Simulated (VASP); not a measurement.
# C (Fd-3m) in VASP: notebook, part 2 of 3

VASP 6.6.1. The steps go on from the part before.

**3. G0W0 quasiparticle levels, PBE**

POSCAR reads:

```
C
1.0
    0.0000000000      1.7833700000      1.7833700000
    1.7833700000      0.0000000000      1.7833700000
    1.7833700000      1.7833700000      0.0000000000
C
2
Direct
    0.7500000000      0.7500000000      0.7500000000
    0.5000000000      0.5000000000      0.5000000000
```

INCAR.step1 reads:

```
SYSTEM = C
PREC = Accurate
ENCUT = 450
EDIFF = 1E-8
ISMEAR = 0
SIGMA = 0.01
LREAL = .FALSE.
LASPH = .TRUE.
NELM = 60
ALGO = Normal
LWAVE = .TRUE.
LCHARG = .FALSE.
GGA = PE
```

INCAR.step2 reads:

```
SYSTEM = C
PREC = Accurate
ENCUT = 450
EDIFF = 1E-8
ISMEAR = 0
SIGMA = 0.01
LREAL = .FALSE.
LASPH = .TRUE.
NELM = 1
ALGO = Exact
LWAVE = .TRUE.
LCHARG = .FALSE.
GGA = PE
NBANDS = 72
LOPTICS = .TRUE.
ISTART = 1
```

INCAR.step3 reads:

```
SYSTEM = C
PREC = Accurate
ENCUT = 450
EDIFF = 1E-8
ISMEAR = 0
SIGMA = 0.01
LREAL = .FALSE.
LASPH = .TRUE.
ALGO = EVGW0
LWAVE = .FALSE.
LCHARG = .FALSE.
GGA = PE
NELMGW = 1
NBANDS = 72
ENCUTGW = 200
NOMEGA = 48
PRECFOCK = Fast
ISTART = 1
NBANDSGW = 12
```

KPOINTS reads:

```
regular mesh
0
G
  3 3 3
  0 0 0
```

Potentials or basis: VASP PAW PBE potentials, release 64 (C_GW).

The run is started by

```bash
$ cat potpaw_PBE.64/C_GW/POTCAR > POTCAR
$ cp INCAR.step1 INCAR
$ mpirun -np 1 vasp_std > vasp.out
$ cp INCAR.step2 INCAR
$ mpirun -np 1 vasp_std > vasp.out
$ cp INCAR.step3 INCAR
$ mpirun -np 1 vasp_std > vasp.out
```

OUTCAR:

```text
SYSTEM = C
   PREC = Accurate
   ENCUT = 450
   EDIFF = 1E-8
   ISMEAR = 0
   LREAL = .FALSE.
   LASPH = .TRUE.
   GGA = PE
   NELMGW = 1
   ENCUTGW = 200
   PRECFOCK = Fast
   ISTART = 1

 Found      4 irreducible k-points:

 Following reciprocal coordinates:
            Coordinates               Weight
  0.000000  0.000000  0.000000      1.000000
  0.333333  0.000000  0.000000      8.000000
  0.333333  0.333333  0.000000      6.000000
 -0.333333  0.333333  0.000000     12.000000
   k-points           NKPTS =      4   k-points in BZ     NKDIM =     27   number of bands    NBANDS=     72
   number of dos      NEDOS =    301   number of ions     NIONS =      2
   total plane-waves  NPLWV =   5832
   dimension x,y,z NGX =    18 NGY =   18 NGZ =   18
   dimension x,y,z NGXF=    36 NGYF=   36 NGZF=   36
   ions per type =               2
   NGX,Y,Z   is equivalent  to a cutoff of  11.86, 11.86, 11.86 a.u.
   NGXF,Y,Z  is equivalent  to a cutoff of  23.73, 23.73, 23.73 a.u.
 SYSTEM =  C
   PREC   = accura    normal or accurate (medium, high low for compatibility)
   ISTART =      1    job   : 0-new  1-cont  2-samecut
   ICHARG =      0    charge: 1-file 2-atom 10-const
   ISPIN  =      1    spin polarized calculation?
   LNONCOLLINEAR =      F non collinear calculations
   LSORBIT =      F    spin-orbit coupling
   LASPH  =      T    aspherical Exc in radial PAW
   ENCUT  =  450.0 eV  33.07 Ry    5.75 a.u.   4.36  4.36  4.36*2*pi/ulx,y,z
   NELM   =     60;   NELMIN=  2; NELMDL=  0     # of ELM steps
   EDIFF  = 0.1E-07   stopping-criterion for ELM
   LREAL  =      F    real-space projection
   EDIFFG = 0.1E-06   stopping-criterion for IOM
   NSW    =      0    number of steps for IOM
   IBRION =     -1    ionic relax: 0-MD 1-quasi-New 2-CG
   NFREE  =      0    steps in history (QN), initial steepest desc. (CG)
   ISIF   =      0    stress and relaxation
   ISYM   =      3    0-nonsym 1-usesym 2-fastsym
   POTIM  = 0.5000    time-step for ionic-motion
   TEBEG  =    0.0;   TEEND  =   0.0 temperature during run
   PSTRESS=    0.0 pullay stress
   NELECT =       8.0000    total number of electrons
   NUPDOWN=      -1.0000    fix difference up-down
   EMIN   =  10.00;   EMAX   =-10.00  energy-range for DOS
   EFERMI =   0.00;   METHOD = LEGACY
   ISMEAR =     0;   SIGMA  =   0.01  broadening in eV -4-tet -1-fermi 0-gaus
   EFERMI_NEDOS =   21; number of points for ismear=-14 and -15
   IALGO  =     38    algorithm
   IMIX   =      4    mixing-type and parameters
     AMIX     =   0.40;   BMIX     =  1.00
     AMIX_MAG =   1.60;   BMIX_MAG =  1.00
  volume/ion in A,a.u.               =       5.67        38.28
  Fermi-wavevector in a.u.,A,eV,Ry     =   1.457203  2.753714 28.891161  2.123440
  Thomas-Fermi vector in A             =   2.574032
   LORBIT       =      0    0 simple, 1 ext, 2 COOP (PROOUT), +10 PAW based schemes
   GGA     = PE    functional components
   LHFCALC =     T    Hartree Fock is set to
   PRECFOCK=fast      Normal, Fast or Accurate (Low or Medium for compatibility)
   ENCUT4O =  -1.0   cutoff for four orbital integrals eV
   NKREDX  =     1    reduce k-point grid by
   NKREDY  =     1    reduce k-point grid by
   NKREDZ  =     1    reduce k-point grid by
   AEXX    =    1.0000 exact exchange contribution
   HFSCREEN=    0.0000 screening length (either q_TF or 0.3 A-1)
   HFSCREENC=   0.0000 screening length for correlation (either q_TF or 0.3 A-1)
   ENCUTFOCK=  -1.0 apply spherical cutoff to Coloumb kernel
   IVDW    =     0    specifies the selected vdW correction
   LEPSILON=     F    determine dielectric tensor
   LRPA    =     F    only Hartree local field effects (RPA)
   LRPAFORCE           =     F    calculate RPA forces
   ENCUTGW             = 200.0    cutoff for response function in eV
   ENCUTGWSOFT         = 160.0    soft cutoff for Coulomb kernel in GW response function in eV
   ENCUTLF             =  -1.0    cutoff for local field effects
   NELMGW              =     1    number of iterations in solving QP/BSE equation
   NELMHF              =     1    number of iterations in the inner HF iteration
   NKREDLFX            =     1    NKREDLFY  =   1   NKREDLFZ  =   1
 non-spin polarized calculation
 Gauss-broadening in eV      SIGMA  =   0.01
  energy-cutoff  :      450.00
  volume of cell :       11.34
 maximum number of plane-waves:       259
 NGX is ok and might be reduce to    18
  NGX = 10; NGY = 10; NGZ = 10
   NGX =  9   NGY =  9   NGZ =  9
 maximum number of plane-waves:        76

 QP shifts <psi_nk| G(iteration)W_0 |psi_nk>: iteration 1
 for sc-GW calculations column KS-energies equals QP-energies in previous step
 and V_xc(KS)=  KS-energies - (<T + V_ion + V_H > + <T+V_H+V_ion>^1  + <V_x>^1)

 k-point   1 :       0.0000    0.0000    0.0000
  band No.  KS-energies  QP-energies   sigma(KS)   V_xc(KS)     V^pw_x(r,r')   Z            occupation Imag(sigma)

      1     -11.6473     -13.3219     -17.0046     -14.7556     -25.3472       0.7446       2.0000       1.4303
      2       9.8679       9.1779     -17.6589     -16.8171     -19.9899       0.8198       2.0000       0.0959
      3       9.8679       9.1779     -17.6589     -16.8171     -19.9899       0.8198       2.0000       0.0959
      4       9.8679       9.1779     -17.6589     -16.8171     -19.9899       0.8198       2.0000       0.0959
      5      15.4341      16.3925     -14.3273     -15.5106      -8.7983       0.8100       0.0000      -0.1192
      6      15.4341      16.3925     -14.3273     -15.5106      -8.7983       0.8100       0.0000      -0.1192
      7      15.4341      16.3925     -14.3273     -15.5106      -8.7983       0.8100       0.0000      -0.1192
      8      23.1878      23.9712     -15.3515     -16.3713      -7.5094       0.7682       0.0000      -0.3257
      9      29.1228      29.2469     -11.6242     -11.7768      -4.2105       0.8129       0.0000      -0.4445
     10      36.3294      37.1394     -12.8802     -13.8641      -5.7988       0.8233       0.0000      -0.5550
     11      36.3294      37.1394     -12.8802     -13.8641      -5.7988       0.8233       0.0000      -0.5550
     12      37.3230      37.7634     -10.9076     -11.4342      -3.1747       0.8363       0.0000      -1.0373
[... 36 lines left out ...]
      1      -4.2127      -5.7217     -17.5956     -15.6623     -23.8906       0.7805       2.0000       0.6485
      2      -1.0910      -2.4385     -17.3976     -15.6693     -22.6185       0.7796       2.0000       0.3755
      3       0.4601      -0.7108     -16.2098     -14.7311     -20.4133       0.7919       2.0000       0.2366
      4       5.1713       4.2184     -17.2001     -16.0176     -20.5476       0.8058       2.0000       0.1409
      5      16.1747      16.7158     -13.1707     -13.8331      -7.4417       0.8169       0.0000      -0.1341
      6      22.7827      24.0590     -14.6357     -16.2645      -7.3004       0.7836       0.0000      -0.2751
      7      23.3949      24.4882     -14.4064     -15.8044      -6.9698       0.7820       0.0000      -0.2896
      8      24.8609      25.9983     -14.7996     -16.2715      -6.8366       0.7728       0.0000      -0.3717
      9      26.7823      27.4373     -12.9617     -13.7675      -6.2290       0.8128       0.0000      -0.2886
     10      33.5173      34.1528     -12.1537     -12.9221      -5.2095       0.8270       0.0000      -0.5152
     11      34.6985      35.7496     -13.8068     -15.1757      -4.6899       0.7678       0.0000      -0.8214
     12      43.6201      44.0323     -11.5138     -12.0205      -3.2034       0.8135       0.0000      -1.2055
```

OUTCAR.step1:

```text
SYSTEM = C
   PREC = Accurate
   ENCUT = 450
   EDIFF = 1E-8
   ISMEAR = 0
[... 153 lines left out ...]
      2.67505      2.67505      2.67505         0.000000      0.000000      0.000000
      1.78337      1.78337      1.78337        -0.000000     -0.000000     -0.000000
 -----------------------------------------------------------------------------------
    total drift:                                0.000000     -0.000000      0.000000

  FREE ENERGIE OF THE ION-ELECTRON SYSTEM (eV)
  ---------------------------------------------------
  free  energy   TOTEN  =       -17.5945066665 eV

  energy  without entropy=      -17.5945066665  energy(sigma->0) =      -17.59450667
```

OUTCAR.step2:

```text
SYSTEM = C
   PREC = Accurate
   ENCUT = 450
   EDIFF = 1E-8
   ISMEAR = 0
   LREAL = .FALSE.
[... 518 lines left out ...]
     0.00000     9.91729     9.91729     9.91729    -0.00000    -0.00000    -0.00000
     2.59998    11.04596    11.04596    11.04596    -0.00000    -0.00000    -0.00000
     5.19996    33.25473    33.25473    33.25473    -0.00000    -0.00000    -0.00000
     7.79995    12.45329    12.45329    12.45329    -0.00000    -0.00000    -0.00000
    10.39993    49.87712    49.87712    49.87712    -0.00000    -0.00000    -0.00000
    12.99991    -8.22030    -8.22030    -8.22030     0.00000     0.00000     0.00000
[... 92 lines left out ...]
   254.79827     0.98161     0.98161     0.98161     0.00000     0.00000     0.00000
   257.39826     0.98199     0.98199     0.98199     0.00000     0.00000     0.00000
```

Wall time 3.9 s (1 thread of Intel Xeon 6975P-C (Granite Rapids), shared host); peak memory 0.12 GiB.

The run converged, but some of its settings lie outside the range that counts as converged, so its numbers aren't taken as properties of the crystal.

What came out:

| Quantity | Value |
| --- | --- |
| Band gap on the k mesh, mean-field level | 4.11 eV, indirect (least direct gap 5.57 eV) |
| Quasiparticle gap | 5.32 eV |
| Least direct quasiparticle gap | 7.21 eV |

Caveat: the k mesh is coarse (spacing up to 1.02 Å⁻¹), so the values aren't converged; the cutoff is under 1.25 times the usual one of these potentials, so pressure, stress and relaxed cells hold a basis-set (Pulay) error; bands, screening cutoff and mesh are small and nothing is extrapolated, so the quasiparticle values aren't converged; an odd mesh through Γ misses points on the zone boundary, where band edges often lie.

**4. Band structure, r2SCAN**

INCAR reads:

```
SYSTEM = C
PREC = Accurate
ENCUT = 520
EDIFF = 1E-7
ISMEAR = -1
SIGMA = 0.05
LREAL = .False.
LASPH = .True.
NELM = 60
ALGO = Normal
ISIF = 2
LWAVE = .False.
LCHARG = .False.
METAGGA = R2SCAN
LMIXTAU = .True.
NBANDS = 11
```

KPOINTS reads:

```
Automatic mesh
0
Gamma
  13 13 13
  0 0 0
```

POSCAR is that of step 3.

KPOINTS_OPT reads:

```
path GXWKGLUWLK,UX
10
line-mode
reciprocal
 0.0000000000  0.0000000000  0.0000000000  G
 0.5000000000  0.0000000000  0.5000000000  X

 0.5000000000  0.0000000000  0.5000000000  X
 0.5000000000  0.2500000000  0.7500000000  W

 0.5000000000  0.2500000000  0.7500000000  W
 0.3750000000  0.3750000000  0.7500000000  K

 0.3750000000  0.3750000000  0.7500000000  K
 0.0000000000  0.0000000000  0.0000000000  G

 0.0000000000  0.0000000000  0.0000000000  G
 0.5000000000  0.5000000000  0.5000000000  L

 0.5000000000  0.5000000000  0.5000000000  L
 0.6250000000  0.2500000000  0.6250000000  U

 0.6250000000  0.2500000000  0.6250000000  U
 0.5000000000  0.2500000000  0.7500000000  W

 0.5000000000  0.2500000000  0.7500000000  W
 0.5000000000  0.5000000000  0.5000000000  L

 0.5000000000  0.5000000000  0.5000000000  L
 0.3750000000  0.3750000000  0.7500000000  K

 0.6250000000  0.2500000000  0.6250000000  U
 0.5000000000  0.0000000000  0.5000000000  X
```

Potentials or basis: VASP PAW PBE potentials, release 64 (C).

The run is started by

```bash
$ cat potpaw_PBE.64/C/POTCAR > POTCAR
$ mpirun -np 1 vasp_std > vasp.out
```

OUTCAR:

```text
SYSTEM = C
   PREC = Accurate
   ENCUT = 520
   EDIFF = 1E-7
   ISMEAR = -1
   LREAL = .False.
   LASPH = .True.
   NELM = 60
   ISIF = 2
   METAGGA = R2SCAN

 ion  position               nearest neighbor table
   1  0.750  0.750  0.750-   2 1.54   2 1.54   2 1.54   2 1.54
   2  0.500  0.500  0.500-   1 1.54   1 1.54   1 1.54   1 1.54

  LATTYP: Found a face centered cubic cell.
 ALAT       =     3.5667400000

  Lattice vectors:

[... 774 lines left out ...]

------------------------ aborting loop because EDIFF is reached ----------------------------------------

  FORCE on cell =-STRESS in cart. coord.  units (eV):
  Direction    XX          YY          ZZ          XY          YZ          ZX
  --------------------------------------------------------------------------------------
  -------------------------------------------------------------------------------------
  Total       -0.0929798     -0.0929798     -0.0929798     -0.0000000     -0.0000000      0.0000000
  in kB      -13.1324224    -13.1324224    -13.1324224     -0.0000000     -0.0000000      0.0000000
  external PRESSURE =     -13.1324224 kB  Pullay stress =       0.0000000 kB

 VOLUME and BASIS-vectors are now :
 -----------------------------------------------------------------------------
  energy-cutoff  :      520.00
  volume of cell :       11.34
      direct lattice vectors                 reciprocal lattice vectors
     0.000000000  1.783370000  1.783370000    -0.280368067  0.280368067  0.280368067
     1.783370000  0.000000000  1.783370000     0.280368067 -0.280368067  0.280368067
     1.783370000  1.783370000  0.000000000     0.280368067  0.280368067 -0.280368067

 POSITION                                       TOTAL-FORCE (eV/Angst)
 -----------------------------------------------------------------------------------
      2.67505      2.67505      2.67505        -0.000000     -0.000000      0.000000
      1.78337      1.78337      1.78337         0.000000      0.000000     -0.000000
 -----------------------------------------------------------------------------------
    total drift:                                0.000000     -0.000000      0.000000

  FREE ENERGIE OF THE ION-ELECTRON SYSTEM (eV)
  ---------------------------------------------------
  free  energy   TOTEN  =       -19.6572932371 eV

  energy  without entropy=      -19.6572932370  energy(sigma->0) =      -19.65729324
```

It took 98 s on 1 thread of Intel Xeon Platinum 8488C (Sapphire Rapids), shared host; peak memory 0.13 GiB.

Results:

* Free energy: -19.6573 eV
* Pressure: -1.3 GPa
* Band gap on the k mesh: 4.34 eV, indirect (least direct gap 5.84 eV)
* Band gap along the path: 4.34 eV, indirect (least direct gap 5.84 eV)

Levels at the corners of the path, in eV from the valence-band top:
```
point  band 2  band 3  band 4  band 5  band 6  band 7
    Γ    0.00    0.00    0.00    5.84    5.84    5.84
    X  -13.59   -6.66   -6.66    5.00    5.00   17.87
    X  -13.59   -6.66   -6.66    5.00    5.00   17.87
    W  -12.81   -8.72   -8.72   11.26   11.26   12.91
    W  -12.81   -8.72   -8.72   11.26   11.26   12.91
    K  -12.49   -9.74   -5.68    5.96   11.31   15.21
    K  -12.49   -9.74   -5.68    5.96   11.31   15.21
    Γ    0.00    0.00    0.00    5.84    5.84    5.84
    Γ    0.00    0.00    0.00    5.84    5.84    5.84
    L  -14.04   -2.98   -2.98    8.88    8.88    9.13
    L  -14.04   -2.98   -2.98    8.88    8.88    9.13
    U  -12.49   -9.74   -5.68    5.96   11.31   15.21
    U  -12.49   -9.74   -5.68    5.96   11.31   15.21
    W  -12.81   -8.72   -8.72   11.26   11.26   12.91
    W  -12.81   -8.72   -8.72   11.26   11.26   12.91
    L  -14.04   -2.98   -2.98    8.88    8.88    9.13
    L  -14.04   -2.98   -2.98    8.88    8.88    9.13
    K  -12.49   -9.74   -5.68    5.96   11.31   15.21
    U  -12.49   -9.74   -5.68    5.96   11.31   15.21
    X  -13.59   -6.66   -6.66    5.00    5.00   17.87
```

Caveat: the PAW data sets were made with another functional, which shifts forces and pressure a little. r2SCAN opens gaps a little over a GGA but as a rule still falls short of measured ones.

(Continued in part 3 of 3.)
